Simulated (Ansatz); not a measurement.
Te2Mo:

```
Te Mo
1.0
     6.33000    0.00000    0.00000
     0.00000    3.46900    0.00000
    -0.94679    0.00000   13.82762
Te Mo
8 4
Cartesian
  5.4013 2.6018 8.3588
  -0.0181 0.8672 5.4688
  4.9099 0.8672 11.7728
  0.4733 2.6018 2.0548
  1.7550 2.6018 12.3826
  3.6282 0.8672 1.4450
  2.1916 0.8672 8.9658
  3.1917 2.6018 4.8618
  4.2299 2.6018 13.7253
  1.1533 0.8672 0.1023
  3.8493 0.8672 6.8225
  1.5339 2.6018 7.0051
```

| Quantity | Value |
| --- | --- |
| Program | Ansatz 0.2.0 |
| Task | relaxation of cell and atoms |
| Functional | BLYP |
| Potentials or basis | Ansatz PAW |
| Cutoff | 420 eV (not typed: the program's choice for these potentials) |
| k mesh | 4 × 8 × 2 |
| Occupations | fermi-dirac, width 0.05 eV |
| Spin | no spin polarisation |

At the start: volume 25.30 Å³/atom.

Q: How do energy, volume and symmetry change on relaxing?

A: It ends after 28 steps and the volume is 42.51 Å³/atom (+68.0 %); space group P2_1/m (No. 11, to 0.05 Å).

Step by step:
| step | energy change (eV) | largest force (eV/Å) | volume (Å³) |
| --- | --- | --- | --- |
| 1 | 0.0000 | 0.5039 | 303.64 |
| 2 | -0.6711 | 0.9030 | 344.90 |
| 3 | -0.9713 | 0.3401 | 359.43 |
| 4 | -1.0551 | 0.1217 | 362.12 |
| 5 | -1.0965 | 0.0502 | 374.54 |
| 6 | -1.0982 | 0.0210 | 375.64 |
| 7 | -1.0984 | 0.0068 | 375.15 |
| 8 | -1.1440 | 0.0063 | 375.15 |
| 9 | -1.1723 | 0.0160 | 384.99 |
| 10 | -1.2007 | 0.0209 | 401.20 |
| 11 | -1.2146 | 0.0075 | 417.06 |
| 12 | -1.2134 | 0.0440 | 425.45 |
| 13 | -1.2149 | 0.0048 | 422.78 |
| 14 | -1.2151 | 0.0051 | 422.07 |
| 15 | -1.2308 | 0.0050 | 422.07 |
| 16 | -1.2381 | 0.0078 | 431.54 |
| 17 | -1.2460 | 0.0520 | 447.92 |
| 18 | -1.2479 | 0.1015 | 461.85 |
| 19 | -1.2484 | 0.0442 | 472.26 |
| 20 | -1.2507 | 0.0018 | 467.17 |
| 21 | -1.2600 | 0.0017 | 467.17 |
| 22 | -1.2621 | 0.0009 | 475.36 |
| 23 | -1.2643 | 0.0425 | 491.21 |
| 24 | -1.2647 | 0.0354 | 506.94 |
| 25 | -1.2646 | 0.0245 | 509.22 |
| 26 | -1.2648 | 0.0024 | 509.29 |
| 27 | -1.2647 | 0.0011 | 510.14 |
| 28 | -1.2712 | 0.0011 | 510.14 |

Final structure:
```cif
data_structure
_symmetry_space_group_name_H-M 'P 1'
_symmetry_Int_Tables_number 1
_cell_length_a 6.5020
_cell_length_b 3.5982
_cell_length_c 21.8125
_cell_angle_alpha 90.000
_cell_angle_beta 91.521
_cell_angle_gamma 90.000
_cell_volume 510.14
loop_
_atom_site_label
_atom_site_type_symbol
_atom_site_fract_x
_atom_site_fract_y
_atom_site_fract_z
_atom_site_occupancy
Te1 Te 0.93231 0.75000 0.56839 1
Te2 Te 0.06769 0.25000 0.43161 1
Te3 Te 0.91015 0.25000 0.90511 1
Te4 Te 0.08985 0.75000 0.09489 1
Te5 Te 0.42013 0.75000 0.93162 1
Te6 Te 0.57987 0.25000 0.06838 1
Te7 Te 0.42705 0.25000 0.59490 1
Te8 Te 0.57295 0.75000 0.40510 1
Mo1 Mo 0.81870 0.75000 0.99553 1
Mo2 Mo 0.18130 0.25000 0.00447 1
Mo3 Mo 0.68050 0.25000 0.49553 1
Mo4 Mo 0.31950 0.75000 0.50447 1
```

Caveat: the volume moved by over 15 % at a fixed basis, so the end points are rough; the plane-wave basis is chosen anew once the cell has moved, so the energies of steps on either side of that aren't comparable; the volume moved by +68 % from the deposited cell, more than functionals usually miss; the PAW data sets come from PBE, with cores solved anew for the run's functional, which leaves a small shift of forces and pressure.
